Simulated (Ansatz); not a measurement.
# PbF2 (Fluorocronite) in Ansatz: the effect of functional

The system is PbF2 (Fluorocronite).

```
CELL_PARAMETERS angstrom
0.00000 2.92361 2.92361
2.92361 0.00000 2.92361
2.92361 2.92361 0.00000
ATOMIC_POSITIONS crystal
Pb 0.00000 0.00000 0.00000
F 0.75000 0.75000 0.75000
F 0.25000 0.25000 0.25000
```

The cell isn't the ideal one: volume scaled by 0.96.

Alike in all runs:

| Property | Result |
| --- | --- |
| Program | Ansatz 0.2.0 |
| Task | single point |
| Potentials or basis | Ansatz PAW |
| k mesh | 8 × 8 × 8 |
| Occupations | fermi-dirac, width 0.05 eV |
| Spin | no spin polarisation |

```tsv
functional	cutoff	gap on the mesh (eV)	pressure (GPa)
LDA	420 eV (not typed: the program's choice for these potentials)	?	?
r2SCAN	500 eV (not typed: the program's choice for these potentials)	4.91	3.2
PBE	420 eV (not typed: the program's choice for these potentials)	4.41	6.2
```

Question: What does the run with functional LDA give?

Answer: gap on the mesh 4.25 eV; pressure -1.6 GPa.

Caveats: spin-orbit coupling is left out, which as a rule narrows the gap of such compounds by several tenths of an eV; the PAW data sets come from PBE, with cores solved anew for the run's functional, which leaves a small shift of forces and pressure (some runs).

A k mesh can miss the band edges.
